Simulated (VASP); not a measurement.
## CdS in VASP 6.6.1, single-point calculation

INCAR

```
GGA = PE
ISMEAR = -1
NBANDS = 16
LASPH = .TRUE.
PREC = Accurate
LWAVE = .FALSE.
LCHARG = .FALSE.
SIGMA = 0.02
NELM = 52
LREAL = .FALSE.
NELECT = 12
NSW = 0
IBRION = -1
ISIF = 2
EDIFF = 1E-7
ENCUT = 520
```

KPOINTS

```
KPOINTS created by Atomic Simulation Environment
0
Gamma
8 8 8
0 0 0
```

POSCAR

```
Cd S
 1.0000000000000000
     0.0000000000000000    3.0273912883000000    3.0273912883000000
     3.0273912883000000    0.0000000000000000    3.0273912883000000
     3.0273912883000000    3.0273912883000000    0.0000000000000000
 Cd  S
   1   1
Cartesian
  0.0000000000000000  0.0000000000000000  0.0000000000000000
  1.5136956441500000  1.5136956441500000  1.5136956441500000
```

The recommended PBE PAW datasets give the neutral cell 18 valence electrons.

Command

```
mpirun -np 1 vasp_std
```

OSZICAR

```
N       E                     dE             d eps       ncg     rms          rms(c)
DAV:   1     0.701733752128E+02    0.70173E+02   -0.55200E+03   952   0.633E+02
DAV:   2     0.770070465469E+01   -0.62473E+02   -0.56871E+02  1128   0.155E+02
DAV:   3     0.526409448418E+01   -0.24366E+01   -0.24286E+01  1184   0.327E+01
DAV:   4     0.524759730153E+01   -0.16497E-01   -0.16496E-01  1144   0.257E+00
DAV:   5     0.524734125191E+01   -0.25605E-03   -0.25605E-03  1152   0.312E-01    0.125E+01
DAV:   6     0.924352137909E+01    0.39962E+01   -0.12464E+01  1184   0.222E+01    0.870E+00
DAV:   7     0.113658384387E+02    0.21223E+01   -0.11859E+01  1208   0.110E+01    0.130E+01
DAV:   8     0.129506458970E+02    0.15848E+01   -0.13333E+01   960   0.131E+01    0.100E+01
DAV:   9     0.131470026315E+02    0.19636E+00   -0.17485E-01  1256   0.243E+00    0.888E+00
DAV:  10     0.132437479064E+02    0.96745E-01   -0.78041E-02  1008   0.137E+00    0.143E+00
DAV:  11     0.132234426272E+02   -0.20305E-01   -0.13627E-02   976   0.725E-01    0.236E-01
DAV:  12     0.132228134744E+02   -0.62915E-03   -0.46482E-03  1192   0.206E-01    0.191E-01
DAV:  13     0.132227738231E+02   -0.39651E-04   -0.73452E-05  1072   0.574E-02    0.746E-02
DAV:  14     0.132227850229E+02    0.11200E-04   -0.49183E-05  1288   0.282E-02    0.215E-02
DAV:  15     0.132227853742E+02    0.35132E-06   -0.29542E-06  1040   0.100E-02    0.100E-02
DAV:  16     0.132227859018E+02    0.52759E-06   -0.27678E-06  1184   0.412E-03    0.213E-03
DAV:  17     0.132227860029E+02    0.10111E-06   -0.11739E-07   824   0.217E-03    0.269E-03
DAV:  18     0.132227860081E+02    0.51725E-08   -0.26289E-08   656   0.509E-04
   1 F= 0.13222786E+02 E0= 0.13222786E+02  d E =-.675239E-12
```

It converged. Results: pressure -128.9 GPa.

Task: Find the fault in these files.

Result: Wrong number of electrons. On sound settings PBE gives a gap of 0.90 eV on its mesh and a pressure of -2.7 GPa for the intended cell.
